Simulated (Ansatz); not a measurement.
The system is ZnS (Wurtzite-6H).

```xyz
12
Lattice="3.8120 0.0000 0.0000 -1.9060 3.3013 0.0000 0.0000 0.0000 18.6900" Properties=species:S:1:pos:R:3 pbc="T T T"
Zn    0.0000    2.2009   15.5749
Zn    1.9060    1.1004    6.2299
Zn    1.9060    1.1004   12.4601
Zn    0.0000    2.2009    3.1151
Zn    0.0000    0.0000    9.3450
Zn    0.0000    0.0000    0.0000
S     0.0000    2.2009   17.9112
S     1.9060    1.1004    8.5662
S     1.9060    1.1004   14.7963
S     0.0000    2.2009    5.4513
S     0.0000    0.0000   11.6812
S     0.0000    0.0000    2.3362
```

Base run:

| Property | Result |
| --- | --- |
| Program | Ansatz 0.2.0 |
| Functional | PBE |
| Potentials or basis | Ansatz PAW |
| Cutoff | 420 eV |
| Density cutoff | 1680 eV |
| k mesh | 8 × 8 × 2 |
| Occupations | fermi-dirac, width 0.05 eV |
| Spin | no spin polarisation |

Its results: band gap on the k mesh 2.16 eV, direct; pressure 2.1 GPa; largest force 0.030 eV/Å.

**Question.** The run is repeated on the same cell with these changes: k mesh from 8 × 8 × 2 to 3 × 3 × 1. What comes out?

**Answer.** Band gap on the k mesh 2.14 eV, direct; pressure 2.8 GPa; largest force 0.082 eV/Å.

Caveats: some runs use coarse meshes; the cell's inner coordinates are idealised or old, which leaves forces on the atoms; odd divisions of the mesh miss points on the zone boundary, where band edges often lie, so the gap on the mesh can be too wide (some runs).

Not every run made on this cell is shown here.
